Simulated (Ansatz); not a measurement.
P: relaxed-ion elastic tensor

All numbers below come from Ansatz, DFT PBE, scalar-relativistic, plane waves, PAW. Cutoff 420 eV, 10×10×14 k-points (Γ-centred), Fermi-Dirac smearing of 0.15 eV. No spin polarisation.

Relaxed structure:
```yaml
crystal:
  lattice:
    - [2.65309, -4.14843, 0.00000]
    - [2.65309, 4.14843, 0.00000]
    - [0.00000, 0.00000, 3.36038]
  atoms:
    - { symbol: P, position: [0.44619, 0.12713, 0.75000] }
    - { symbol: P, position: [0.55381, 0.87287, 0.25000] }
    - { symbol: P, position: [0.87287, 0.55381, 0.75000] }
    - { symbol: P, position: [0.12713, 0.44619, 0.25000] }
```

The cell was found from a structure generator's guess, not taken from experiment. In a metal, frequencies and elastic constants depend on the k mesh and the smearing, soft modes and shear constants most. This form isn't the element's ground state: it lies 94 meV/atom above the standard structure at this level. No dispersion correction is applied, so modes and constants that involve weak contacts between layers, chains or molecules come out too soft.

Problem. Give the relaxed-ion elastic constants (GPa, Voigt order xx yy zz yz xz xy, on the Cartesian axes of the cell above).

Solution.
```
136.0 -14.1  -0.4   0.0   0.0   0.0
-14.1  17.1  26.1   0.0   0.0   0.0
 -0.3  26.1 139.2   0.0   0.0   0.0
  0.0   0.0   0.0  33.0   0.0   0.0
  0.0   0.0   0.0   0.0  43.3   0.0
  0.0   0.0   0.0   0.0   0.0  -0.8
```

Problem. Is the crystal stable against homogeneous strain?

Solution. Too close to call: the least eigenvalue is -0.9 GPa, within what the k mesh leaves open in a metal.
